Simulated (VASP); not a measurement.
# GaCo (Pm-3m) in VASP: a series of runs

Runs on GaCo. Level: LDA+U. Tasks: single point.

Everything below comes from runs of VASP 6.6.1. Logs are shortened: lines on timing, memory, paths and dates and some standing lists are left out, and cuts for length are marked.

### 1 Starting point

It takes space group Pm-3m (No. 221, cubic). Conventional cell: a = 2.878 Å, b = 2.878 Å, c = 2.878 Å, α = 90.00°, β = 90.00°, γ = 90.00°. Ga (site symmetry m-3m) has 8 Co at 2.49 Å as nearest neighbours. Co (site symmetry m-3m) has 8 Ga at 2.49 Å as nearest neighbours.

### 2 Single point, LDA+U, collinear spin, typed start

Contents of INCAR:

```
ALGO = Normal
EDIFF = 1E-6
ENCUT = 520
GGA = CA
ISIF = 2
ISMEAR = -1
ISPIN = 2
LASPH = True
LCHARG = False
LDAU = True
LDAUJ = 0 0
LDAUL = -1 2
LDAUPRINT = 1
LDAUTYPE = 2
LDAUU = 0 4
LMAXMIX = 4
LORBIT = 11
LREAL = False
LWAVE = False
MAGMOM = 0 -0.15
NBANDS = 22
NELM = 150
PREC = Accurate
SIGMA = 0.15
```

Contents of KPOINTS:

```
k-points
0
Gamma
  9 9 9
```

Contents of POSCAR:

```
GaCo
1.0
    2.8780000000      0.0000000000      0.0000000000
    0.0000000000      2.8780000000      0.0000000000
    0.0000000000      0.0000000000      2.8780000000
Ga Co
1 1
Direct
    0.5000000000      0.5000000000      0.5000000000
    0.0000000000      0.0000000000      0.0000000000
```

Potentials or basis: VASP PAW LDA potentials, release 64 (Ga_d, Co).

Launch:

```
> cat potpaw_LDA.64/Ga_d/POTCAR potpaw_LDA.64/Co/POTCAR > POTCAR
> mpirun -np 1 vasp_std > vasp.out
```

OUTCAR:

```text
EDIFF = 1E-6
   ENCUT = 520
   GGA = CA
   ISIF = 2
   ISMEAR = -1
   ISPIN = 2
   LASPH = True
   LORBIT = 11
   LREAL = False
   NELM = 150
   PREC = Accurate

 ion  position               nearest neighbor table
   1  0.500  0.500  0.500-   2 2.49   2 2.49   2 2.49   2 2.49   2 2.49   2 2.49   2 2.49   2 2.49

   2  0.000  0.000  0.000-   1 2.49   1 2.49   1 2.49   1 2.49   1 2.49   1 2.49   1 2.49   1 2.49

  LATTYP: Found a simple cubic cell.
 ALAT       =     2.8780000000

  Lattice vectors:

 A1 = (   2.8780000000,   0.0000000000,   0.0000000000)
 A2 = (   0.0000000000,   2.8780000000,   0.0000000000)
 A3 = (   0.0000000000,   0.0000000000,   2.8780000000)

Analysis of symmetry for initial positions (statically):
=====================================================================
 Subroutine PRICEL returns:
 Original cell was already a primitive cell.

 Routine SETGRP: Setting up the symmetry group for a
 simple cubic supercell.

 Subroutine GETGRP returns: Found 48 space group operations
 (whereof 48 operations were pure point group operations)
 out of a pool of 48 trial point group operations.

The static configuration has the point symmetry O_h .

Analysis of symmetry for dynamics (positions and initial velocities):
=====================================================================
 Subroutine PRICEL returns:
 Original cell was already a primitive cell.

 Routine SETGRP: Setting up the symmetry group for a
 simple cubic supercell.

 Subroutine GETGRP returns: Found 48 space group operations
 (whereof 48 operations were pure point group operations)
 out of a pool of 48 trial point group operations.

The dynamic configuration has the point symmetry O_h .

Analysis of structural, dynamic, and magnetic symmetry:
=====================================================================
 Subroutine PRICEL returns:
 Original cell was already a primitive cell.

 Routine SETGRP: Setting up the symmetry group for a
 simple cubic supercell.

 Subroutine GETGRP returns: Found 48 space group operations
 (whereof 48 operations were pure point group operations)
 out of a pool of 48 trial point group operations.

The overall configuration has the point symmetry O_h .

 Subroutine INISYM returns: Found 48 space group operations
 (whereof 48 operations are pure point group operations),
 and found     1 'primitive' translations

----------------------------------------------------------------------------------------

                                     Primitive cell

  volume of cell :      23.8381

  direct lattice vectors                    reciprocal lattice vectors
     2.878000000  0.000000000  0.000000000     0.347463516  0.000000000  0.000000000
     0.000000000  2.878000000  0.000000000     0.000000000  0.347463516  0.000000000
     0.000000000  0.000000000  2.878000000     0.000000000  0.000000000  0.347463516

  length of vectors
     2.878000000  2.878000000  2.878000000     0.347463516  0.347463516  0.347463516

  position of ions in fractional coordinates (direct lattice)
     0.500000000  0.500000000  0.500000000
     0.000000000  0.000000000  0.000000000

  ion indices of the primitive-cell ions
   primitive index   ion index
                 1           1
                 2           2

----------------------------------------------------------------------------------------

 KPOINTS: k-points

Automatic generation of k-mesh.
 Grid dimensions read from file:
 generate k-points for:    9    9    9

 Generating k-lattice:

  Cartesian coordinates                     Fractional coordinates (reciprocal lattice)
     0.038607057  0.000000000  0.000000000     0.111111111  0.000000000  0.000000000
     0.000000000  0.038607057  0.000000000     0.000000000  0.111111111  0.000000000
     0.000000000  0.000000000  0.038607057     0.000000000  0.000000000  0.111111111

  Length of vectors
     0.038607057  0.038607057  0.038607057

  Shift w.r.t. Gamma in fractional coordinates (k-lattice)
     0.000000000  0.000000000  0.000000000

 Subroutine IBZKPT returns following result:
 ===========================================

 Found     35 irreducible k-points:

 Following reciprocal coordinates:
            Coordinates               Weight
  0.000000  0.000000  0.000000      1.000000
  0.111111  0.000000  0.000000      6.000000
  0.222222  0.000000  0.000000      6.000000
  0.333333  0.000000  0.000000      6.000000
  0.444444  0.000000  0.000000      6.000000
  0.111111  0.111111  0.000000     12.000000
[... 16 lines left out ...]
  0.333333  0.333333  0.111111     24.000000
  0.444444  0.333333  0.111111     48.000000
 [... further k-points ...]
   k-points           NKPTS =     35   k-points in BZ     NKDIM =     35   number of bands    NBANDS=     22
   number of dos      NEDOS =    301   number of ions     NIONS =      2
   total plane-waves  NPLWV =  13824
   dimension x,y,z NGX =    24 NGY =   24 NGZ =   24
   dimension x,y,z NGXF=    48 NGYF=   48 NGZF=   48
   ions per type =               1   1
   NGX,Y,Z   is equivalent  to a cutoff of  13.86, 13.86, 13.86 a.u.
   NGXF,Y,Z  is equivalent  to a cutoff of  27.73, 27.73, 27.73 a.u.
 SYSTEM =  unknown system
   PREC   = accura    normal or accurate (medium, high low for compatibility)
   ISTART =      0    job   : 0-new  1-cont  2-samecut
   ICHARG =      2    charge: 1-file 2-atom 10-const
   ISPIN  =      2    spin polarized calculation?
   LNONCOLLINEAR =      F non collinear calculations
   LSORBIT =      F    spin-orbit coupling
   LASPH  =      T    aspherical Exc in radial PAW
   ENCUT  =  520.0 eV  38.22 Ry    6.18 a.u.   5.35  5.35  5.35*2*pi/ulx,y,z
   NELM   =    150;   NELMIN=  2; NELMDL= -5     # of ELM steps
   EDIFF  = 0.1E-05   stopping-criterion for ELM
   LREAL  =      F    real-space projection
   EDIFFG = 0.1E-04   stopping-criterion for IOM
   NSW    =      0    number of steps for IOM
   IBRION =     -1    ionic relax: 0-MD 1-quasi-New 2-CG
   NFREE  =      0    steps in history (QN), initial steepest desc. (CG)
   ISIF   =      2    stress and relaxation
   ISYM   =      2    0-nonsym 1-usesym 2-fastsym
   POTIM  = 0.5000    time-step for ionic-motion
   TEBEG  =    0.0;   TEEND  =   0.0 temperature during run
   PSTRESS=    0.0 pullay stress
   NELECT =      22.0000    total number of electrons
   NUPDOWN=      -1.0000    fix difference up-down
   EMIN   =  10.00;   EMAX   =-10.00  energy-range for DOS
   EFERMI =   0.00;   METHOD = LEGACY
   ISMEAR =    -1;   SIGMA  =   0.15  broadening in eV -4-tet -1-fermi 0-gaus
   EFERMI_NEDOS =   21; number of points for ismear=-14 and -15
   IALGO  =     38    algorithm
   IMIX   =      4    mixing-type and parameters
     AMIX     =   0.40;   BMIX     =  1.00
     AMIX_MAG =   1.60;   BMIX_MAG =  1.00
  volume/ion in A,a.u.               =      11.92        80.43
  Fermi-wavevector in a.u.,A,eV,Ry     =   1.593890  3.012015 34.565389  2.540484
  Thomas-Fermi vector in A             =   2.692049
   LORBIT       =     11    0 simple, 1 ext, 2 COOP (PROOUT), +10 PAW based schemes
 LDA+U is selected, type is set to LDAUTYPE =  2
   angular momentum for each species LDAUL =    -1    2
   U (eV)           for each species LDAUU =   0.0  4.0
   J (eV)           for each species LDAUJ =   0.0  0.0
   GGA     = CA    functional components
   LHFCALC =     F    Hartree Fock is set to
   AEXX    =    0.0000 exact exchange contribution
   IVDW    =     0    specifies the selected vdW correction
   LEPSILON=     F    determine dielectric tensor
   LRPA    =     F    only Hartree local field effects (RPA)
 spin polarized calculation
  energy-cutoff  :      520.00
  volume of cell :       23.84
 maximum number of plane-waves:       656
 NGX is ok and might be reduce to    24
   NGX = 11   NGY = 11   NGZ = 11

atom =   2  type =  2  l = 2

 onsite density matrix

spin component  1

  0.8248  0.0000  0.0000  0.0000 -0.0000
  0.0000  0.8248 -0.0000 -0.0000  0.0000
  0.0000 -0.0000  0.4594 -0.0000 -0.0000
  0.0000 -0.0000 -0.0000  0.8248 -0.0000
 -0.0000  0.0000 -0.0000 -0.0000  0.4594

spin component  2

  0.8474  0.0000  0.0000 -0.0000 -0.0000
  0.0000  0.8474 -0.0000 -0.0000  0.0000
  0.0000 -0.0000  0.8772  0.0000 -0.0000
 -0.0000 -0.0000  0.0000  0.8474 -0.0000
 -0.0000  0.0000 -0.0000 -0.0000  0.8772

 occupancies and eigenvectors

  o =  0.4594  v =  0.0000  0.0000 -0.0417  0.0000  0.9991  0.0000  0.0000  0.0000  0.0000  0.0000      0.0000  0.0000  0.0000  0.0000  0.0000  0.0000  0.0000  0.0000  0.0000  0.0000
  o =  0.4594  v =  0.0000 -0.0000  0.9991 -0.0000  0.0417  0.0000  0.0000  0.0000  0.0000  0.0000      0.0000  0.0000  0.0000  0.0000  0.0000  0.0000  0.0000  0.0000  0.0000  0.0000
  o =  0.8248  v =  0.0000  0.9865  0.0000  0.1635 -0.0000  0.0000  0.0000  0.0000  0.0000  0.0000      0.0000  0.0000  0.0000  0.0000  0.0000  0.0000  0.0000  0.0000  0.0000  0.0000
  o =  0.8248  v =  0.0000  0.1635 -0.0000 -0.9865  0.0000  0.0000  0.0000  0.0000  0.0000  0.0000      0.0000  0.0000  0.0000  0.0000  0.0000  0.0000  0.0000  0.0000  0.0000  0.0000
  o =  0.8248  v =  1.0000  0.0000  0.0000  0.0000  0.0000  0.0000  0.0000  0.0000  0.0000  0.0000      0.0000  0.0000  0.0000  0.0000  0.0000  0.0000  0.0000  0.0000  0.0000  0.0000
  o =  0.8474  v =  0.0000  0.0000  0.0000  0.0000  0.0000  0.0000 -0.2509  0.0000 -0.9680  0.0000      0.0000  0.0000  0.0000  0.0000  0.0000  0.0000  0.0000  0.0000  0.0000  0.0000
  o =  0.8474  v =  0.0000  0.0000  0.0000  0.0000  0.0000  0.0000  0.9680 -0.0000 -0.2509 -0.0000      0.0000  0.0000  0.0000  0.0000  0.0000  0.0000  0.0000  0.0000  0.0000  0.0000
  o =  0.8474  v =  0.0000  0.0000  0.0000  0.0000  0.0000  1.0000  0.0000  0.0000  0.0000  0.0000      0.0000  0.0000  0.0000  0.0000  0.0000  0.0000  0.0000  0.0000  0.0000  0.0000
  o =  0.8772  v =  0.0000  0.0000  0.0000  0.0000  0.0000  0.0000 -0.0000 -0.8882 -0.0000  0.4595      0.0000  0.0000  0.0000  0.0000  0.0000  0.0000  0.0000  0.0000  0.0000  0.0000
  o =  0.8772  v =  0.0000  0.0000  0.0000  0.0000  0.0000  0.0000 -0.0000 -0.4595 -0.0000 -0.8882      0.0000  0.0000  0.0000  0.0000  0.0000  0.0000  0.0000  0.0000  0.0000  0.0000

 number of electron      22.0000018 magnetization      -0.7580983

 Free energy of the ion-electron system (eV)
  ---------------------------------------------------
  ext. energy  EPLUGINS =         0.00000000
  ---------------------------------------------------
  free energy    TOTEN  =        -9.07623524 eV

  energy without entropy =       -9.00201449  energy(sigma->0) =       -9.03912486

 E-fermi :   9.0555     XC(G=0): -13.5165

 val. band max:        8.9711507350   @ k =   0.4444   0.3333   0.2222
 cond. band min:       9.0611815849   @ k =   0.3333   0.3333   0.0000
 fundamental gap:      0.0900308499
 Fermi energy:         9.0555023430

 spin component 1

 k-point     1 :       0.0000    0.0000    0.0000
  band No.  band energies     occupation
      1      -5.9088      1.00000
      2      -5.9088      1.00000
      3      -5.5706      1.00000
      4      -5.5706      1.00000
      5      -5.5706      1.00000
      6      -2.5898      1.00000
[... 14 lines left out ...]
     21      34.6973      0.00000
     22      34.6973      0.00000
[... 552 lines left out ...]
  band No.  band energies     occupation
      1      -5.8267      1.00000
      2      -5.7403      1.00000
      3      -5.6949      1.00000
      4      -5.6675      1.00000
      5      -5.4877      1.00000
      6       2.4170      1.00000
[... 14 lines left out ...]
     21      32.8740      0.00000
     22      34.7018      0.00000

 [... further k-points ...]

 spin component 2

 k-point     1 :       0.0000    0.0000    0.0000
  band No.  band energies     occupation
      1      -5.8963      1.00000
      2      -5.8963      1.00000
      3      -5.5533      1.00000
      4      -5.5533      1.00000
      5      -5.5533      1.00000
      6      -2.5541      1.00000
[... 14 lines left out ...]
     21      34.5898      0.00000
     22      34.5898      0.00000
[... 552 lines left out ...]
  band No.  band energies     occupation
      1      -5.8115      1.00000
      2      -5.7198      1.00000
      3      -5.6775      1.00000
      4      -5.6501      1.00000
      5      -5.4686      1.00000
      6       2.3736      1.00000
[... 14 lines left out ...]
     21      32.8123      0.00000
     22      34.6015      0.00000

 [... further k-points ...]
[... 5 lines left out ...]
  --------------------------------------------------------------------------------------
  -------------------------------------------------------------------------------------
  Total       -1.9615036     -1.9615036     -1.9615036      0.0000000      0.0000000      0.0000000
  in kB     -131.8339662   -131.8339662   -131.8339662      0.0000000      0.0000000      0.0000000
  external PRESSURE =    -131.8339662 kB  Pullay stress =       0.0000000 kB

 VOLUME and BASIS-vectors are now :
 -----------------------------------------------------------------------------
  energy-cutoff  :      520.00
  volume of cell :       23.84
      direct lattice vectors                 reciprocal lattice vectors
     2.878000000  0.000000000  0.000000000     0.347463516  0.000000000  0.000000000
     0.000000000  2.878000000  0.000000000     0.000000000  0.347463516  0.000000000
     0.000000000  0.000000000  2.878000000     0.000000000  0.000000000  0.347463516

 POSITION                                       TOTAL-FORCE (eV/Angst)
 -----------------------------------------------------------------------------------
      1.43900      1.43900      1.43900         0.000000      0.000000      0.000000
      0.00000      0.00000      0.00000         0.000000      0.000000      0.000000
 -----------------------------------------------------------------------------------
    total drift:                                0.000000      0.000000     -0.000000

  FREE ENERGIE OF THE ION-ELECTRON SYSTEM (eV)
  ---------------------------------------------------
  free  energy   TOTEN  =        -9.0762352418 eV

  energy  without entropy=       -9.0020144856  energy(sigma->0) =       -9.03912486

 total charge

# of ion       s       p       d       tot
------------------------------------------
    1        0.853   0.877  10.044  11.774
    2        0.391   0.436   7.654   8.481
--------------------------------------------------
tot          1.244   1.313  17.698  20.255

 magnetization (x)

# of ion       s       p       d       tot
------------------------------------------
    1        0.010   0.041   0.017   0.068
    2        0.001   0.018  -0.904  -0.885
--------------------------------------------------
tot          0.011   0.058  -0.887  -0.818
```

It took 19 s on 1 thread of Intel Xeon 6975P-C (Granite Rapids), shared host; peak memory 0.14 GiB.

What came out:

```yaml
Free_energy: -9.0762 eV
Pressure: -13.2 GPa
Band_gap_on_the_k_mesh: none (metal or under the smearing width)
Net_moment: -0.76 μB per cell
Site_moments: Ga +0.07; Co -0.89 μB
Valence_electrons_inside_the_program's_atomic_spheres: Ga 11.77; Co 8.48
```

Levels at points of the mesh, in eV from the Fermi level:
Spin up:
| k point | band 7 | band 8 | band 9 | band 10 | band 11 | band 12 | band 13 | band 14 | band 15 | band 16 |
| --- | --- | --- | --- | --- | --- | --- | --- | --- | --- | --- |
| (0.00, 0.00, 0.00) | -1.17 | -1.17 | -0.73 | -0.73 | -0.73 | 5.58 | 5.58 | 5.58 | 11.92 | 11.92 |
Spin down:
```tsv
k point	band 7	band 8	band 9	band 10	band 11	band 12	band 13	band 14	band 15	band 16
(0.00, 0.00, 0.00)	-3.49	-3.49	-1.43	-1.43	-1.43	5.62	5.62	5.62	11.04	11.04
```

Eigenvalues of the final occupation matrices:
```csv
site,spin,trace,eigenvalues
site 2 d,1,3.39,0.46 0.46 0.82 0.82 0.82
site 2 d,2,4.30,0.85 0.85 0.85 0.88 0.88
```

Caveat: the U is typed as a test and isn't derived for this compound. The state reached can hang on the start; a lower one may exist.

(Part 1 of 2 ends here.)
